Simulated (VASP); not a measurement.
Set up this calculation in VASP 6.6.1, as the native input.

```yaml
Task: relaxation of cell and atoms
Functional: PBE
Dispersion: D3(BJ)
Potentials_or_basis: VASP PAW PBE potentials, release 64 (Hf_pv, S)
Cutoff: 350 eV
k_mesh: 12 × 12 × 6
Occupations: gaussian, width 0.02 eV
Spin: no spin polarisation
Further_INCAR_settings: ALGO = Normal; EDIFF = 1e-07; IBRION = 2; EDIFFG = -0.002; NSW = 80; ISIF = 3
```

The structure of HfS2 lies in POSCAR:

```
HfS2
1.0
    3.6396641800      0.0000000000      0.0000000000
   -1.8198320900      3.1520416400      0.0000000000
    0.0000000000      0.0000000000      6.0555624700
Hf S
1 2
Direct
    0.0000000000      0.0000000000      0.0000000000
    0.6666666700      0.3333333300      0.7639520500
    0.3333333300      0.6666666700      0.2360479500
```

The cell is a database's computed one.

The input as run:

INCAR

```
SYSTEM = HfS2
ALGO     = Normal         ! electronic algorithm
EDIFF    = 1E-7           ! SCF threshold, eV
EDIFFG   = -0.002         ! ionic threshold
ENCUT    = 350            ! plane-wave cutoff, eV
GGA      = PE             ! functional
IBRION   = 2              ! ionic algorithm
ISIF     = 3              ! what is computed and relaxed
ISMEAR   = 0              ! smearing method
IVDW     = 12             ! dispersion correction
LASPH    = .True.         ! aspherical terms in the spheres
LCHARG   = .False.        ! write CHGCAR
LREAL    = .False.        ! projectors in reciprocal space
LWAVE    = .False.        ! write WAVECAR
NELM     = 60             ! most SCF steps
NSW      = 80             ! ionic steps
PREC     = Accurate       ! precision mode
SIGMA    = 0.02           ! smearing width, eV
```

KPOINTS

```
k-points
0
Gamma
  12 12 6
  0 0 0
```

Potentials or basis: VASP PAW PBE potentials, release 64 (Hf_pv, S).

Command:

```bash
$ cat potpaw_PBE.64/Hf_pv/POTCAR potpaw_PBE.64/S/POTCAR > POTCAR
$ mpirun -np 1 vasp_std > vasp.out
```

Results of the run:

```
Relaxed volume                         : 21.53 Å³/atom
Relaxed cell                           : a = 3.598 Å, b = 3.598 Å, c = 5.759 Å, α = 90.00°, β = 90.00°, γ = 120.00°
Space group after relaxing (to 0.05 Å) : P-3m1 (No. 164)
Energy gained by relaxing              : 10.6 meV/atom
Ionic steps                            : 23
Pressure after relaxing                : 0.0 GPa
Band gap on the k mesh                 : 0.87 eV, indirect (least direct gap 1.81 eV)
Dispersion energy per atom             : -0.343 eV
```

Caveat: spin-orbit coupling is left out, which moves the levels of the heavy elements.

Wall time 5.8 min on 1 thread of AMD EPYC 9R45 96-Core Processor (Zen 5) (shared host), peak memory 0.19 GiB.
